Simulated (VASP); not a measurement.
**TaN: single point with PBEsol**

The system is TaN.

```
Ta N
1.0
     0.00000    2.18975    2.18975
     2.18975    0.00000    2.18975
     2.18975    2.18975    0.00000
Ta N
1 1
Direct
  0.50000 0.50000 0.50000
  0.00000 0.00000 0.00000
```

The cell comes from a database or a generator and needn't be the stable form of this composition.

```yaml
Program: VASP 6.6.1
Task: single point
Functional: PBEsol
Potentials_or_basis: VASP PAW PBE potentials, release 64 (Ta_pv, N_h)
Cutoff: 900 eV
k_mesh: 16 × 16 × 16
Occupations: gaussian, width 0.1 eV
Spin: no spin polarisation
Further_INCAR_settings: ALGO = Normal; EDIFF = 1e-06
```

The pressure is -0.1 GPa and the band gap on the k mesh is none (metal or under the smearing width).

Levels at points of the mesh, in eV from the Fermi level:
```csv
k point,band 6,band 7,band 8,band 9,band 10,band 11
"(0.00, 0.00, 0.00)",-3.82,-3.82,-2.15,-2.15,-2.15,0.04
"(0.50, 0.00, 0.00)",-7.67,-7.67,1.96,1.96,2.06,3.86
"(0.50, 0.50, 0.00)",-5.58,-4.64,-4.64,2.14,3.65,3.65
```

Wall time 32 s on 1 thread of Intel(R) Xeon(R) 6975P-C (Granite Rapids), on a shared host, peak memory 0.24 GiB.

Caveat: the cutoff is under 1.25 times the usual one of these potentials, so pressure, stress and relaxed cells hold a basis-set (Pulay) error; the PAW data sets were made with another functional, which shifts forces and pressure a little. The run has no spin-orbit coupling, so splittings on Ta are missing.
